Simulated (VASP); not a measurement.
Input of a VASP 6.6.1 run:

File INCAR:

```
SYSTEM = ZnSe
PREC = Accurate ; ENCUT = 520
EDIFF = 1E-6 ; ISMEAR = 0
SIGMA = 0.05 ; LREAL = .FALSE.
LASPH = .TRUE. ; NELM = 60
ALGO = Fast ; ISIF = 2
LWAVE = .FALSE. ; LCHARG = .TRUE.
LDIPOL = .TRUE. ; IDIPOL = 3
DIPOL = 0.5 0.5 0.500 ; GGA = PS
LVHAR = .TRUE. ; LVACPOTAV = .TRUE.
KPAR = 8
```

The input KPOINTS:

```
Automatic mesh
0
G
  4 6 1
  0 0 0
```

POSCAR

```
ZnSe                                    
1.0
    5.6676000000      0.0000000000      0.0000000000
    0.0000000000      4.0075983930      0.0000000000
    0.0000000000      0.0000000000     24.0151967860
  Zn              Se            
     5     5
Direct
     0.5558511252790036    0.5000000000000000    0.3547343612308059
     0.9778830247755640    0.0000000000000000    0.4140036181212093
     0.4831641095744386    0.5000000000000000    0.5000000000000000
     0.9778830247755640    0.0000000000000000    0.5859963818787908
     0.5558511252790036    0.5000000000000000    0.6452656387691937
     0.7528758819967661    1.0000000000000000    0.3279473326287162
     0.2287778004888545    0.5000000000000000    0.4176687190718472
     0.7360602253451858    1.0000000000000000    0.5000000000000000
     0.2287778004888545    0.5000000000000000    0.5823312809281528
     0.7528758819967661    1.0000000000000000    0.6720526673712838
```

Potentials or basis: VASP PAW PBE potentials, release 64 (Zn, Se).

Run with:

```bash
$ cat potpaw_PBE.64/Zn/POTCAR potpaw_PBE.64/Se/POTCAR > POTCAR
$ mpirun -np 8 vasp_std > vasp.out
```

Task: What does it give for the ionisation potential of the upper face?

Result: 5.70 eV.

Task: Predict the largest force.

Result: 0.014 eV/Å.

Task: What does it give for the band gap on the k mesh?

Result: 1.77 eV, direct.

Forces on the atoms (eV/Å):
```
Zn   0.003  0.000  0.014
Zn  -0.008  0.000  0.003
Zn   0.002  0.000  0.000
Zn  -0.008  0.000 -0.003
Zn   0.003  0.000 -0.014
Se  -0.003  0.000 -0.009
Se   0.004  0.000  0.004
Se   0.006  0.000  0.000
Se   0.004  0.000 -0.004
Se  -0.003  0.000  0.009
```

Caveat: the PAW data sets were made with another functional, which shifts forces and pressure a little. A hybrid or GW would open this gap; PBEsol tends to underestimate it.
